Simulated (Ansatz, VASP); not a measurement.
# InH in VASP and in Ansatz

INCAR

```
PREC     = Accurate       # precision mode
ENCUT    = 520            # plane-wave cutoff, eV
EDIFF    = 1E-6           # SCF threshold, eV
ISMEAR   = -1             # smearing method
SIGMA    = 0.15           # smearing width, eV
LREAL    = False          # projectors in reciprocal space
LASPH    = True           # aspherical terms in the spheres
NELM     = 60             # most SCF steps
ALGO     = Normal         # electronic algorithm
ISIF     = 2              # what is computed and relaxed
LWAVE    = False          # write WAVECAR
LCHARG   = True           # write CHGCAR
GGA      = PE             # functional
LELF     = True           # ELF
LVHAR    = True         
NBANDS   = 14             # bands
```

The input KPOINTS:

```
regular mesh
0
Gamma
  14 14 14
```

Contents of POSCAR:

```
InH
1.0
    0.0000000000      2.4949000000      2.4949000000
    2.4949000000      0.0000000000      2.4949000000
    2.4949000000      2.4949000000      0.0000000000
In H
1 1
Direct
    0.0000000000      0.0000000000      0.0000000000
    0.5000000000      0.5000000000      0.5000000000
```

Input for Ansatz:

```yaml
crystal:
  lattice:
    - [0.0, 2.4949, 2.4949]
    - [2.4949, 0.0, 2.4949]
    - [2.4949, 2.4949, 0.0]
  atoms:
    - { symbol: In, position: [0.0, 0.0, 0.0] }
    - { symbol: H, position: [0.5, 0.5, 0.5] }
basis:
  ecutwfc: 420
kpoints:
  mp_grid: { grid: [14, 14, 14] }
hamiltonian:
  xc: pbe
scf:
  occupations: { method: fermi_dirac, width: 0.15 }
output:
  forces: true
  stress: true
  eigenvalues: true
```

Alike in both runs: task single point; functional PBE; k mesh 14 × 14 × 14; occupations fermi-dirac, width 0.15 eV; no spin polarisation.

|  | VASP | Ansatz |
| --- | --- | --- |
| version | VASP 6.6.1 | Ansatz 0.2.0 |
| potentials or method | VASP PAW PBE potentials, release 64 (In_d, H) | scalar-relativistic, plane waves, PAW |
| plane-wave cutoff (eV) | 520 | 420 |
| valence electrons in the cell | 14 | 14 |

|  | VASP | Ansatz | Ansatz less VASP |
| --- | --- | --- | --- |
| gap on the k mesh at the Fermi level (eV) | none | none | - |
| pressure (GPa) | 0.8 | 0.8 | +0.07 |

A gap of «none» marks a metal or a gap that the smearing closes.
